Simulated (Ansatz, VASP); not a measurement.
**One calculation of TePb, two programs**

The input INCAR:

```
SYSTEM = TePb
PREC = Accurate
ENCUT = 520
EDIFF = 1E-7
ISMEAR = 0
SIGMA = 0.15
LREAL = .False.
LASPH = .True.
NELM = 100
ALGO = Normal
ISIF = 2
LWAVE = .False.
LCHARG = .False.
GGA = PE
IVDW = 12
NBANDS = 17
```

File KPOINTS:

```
Automatic mesh
0
Gamma
  14 14 14
  0 0 0
```

Contents of POSCAR:

```
TePb
1.0
    4.3478714384      0.0000000000      0.0000000000
    0.0000000000      4.3478714384      0.0000000000
    0.0000000000      0.0000000000      3.3913397219
Te Pb
1 1
Direct
    0.5000000000      0.5000000000      0.5000000000
    0.0000000000      0.0000000000      0.0000000000
```

Input for Ansatz:

```yaml
crystal:
  lattice:
    - [4.3478714384, 0.0, 0.0]
    - [0.0, 4.3478714384, 0.0]
    - [0.0, 0.0, 3.3913397219]
  atoms:
    - { symbol: Te, position: [0.5, 0.5, 0.5] }
    - { symbol: Pb, position: [0.0, 0.0, 0.0] }
basis:
  ecutwfc: 420
kpoints:
  mp_grid: { grid: [14, 14, 14] }
hamiltonian:
  xc: pbe
  dispersion: d3bj
scf:
  occupations: { method: gaussian, width: 0.15 }
output:
  forces: true
  stress: true
  eigenvalues: true
```

Alike in both runs: task single point; functional PBE; dispersion D3(BJ); k mesh 14 × 14 × 14; occupations gaussian, width 0.15 eV; no spin polarisation.

|  | VASP | Ansatz |
| --- | --- | --- |
| version | VASP 6.6.1 | Ansatz 0.2.0 |
| potentials or method | VASP PAW PBE potentials, release 64 (Te, Pb_d) | scalar-relativistic, plane waves, PAW |
| plane-wave cutoff (eV) | 520 | 420 |
| valence electrons in the cell | 20 | 30 |

|  | VASP | Ansatz | Ansatz less VASP |
| --- | --- | --- | --- |
| gap on the k mesh at the Fermi level (eV) | none | none | - |
| pressure (GPa) | -2.2 | -2.1 | +0.05 |
| largest component of the traceless stress (GPa) | 3.06 | 3.07 | +0.003 |

A gap of «none» marks a metal or a gap that the smearing closes. The two sets of potentials don't hold the same shells in valence.

Caveats: pairwise dispersion overbinds metals, which lowers pressure and volume. The runs have no spin-orbit coupling, so splittings on Pb, Te are missing.
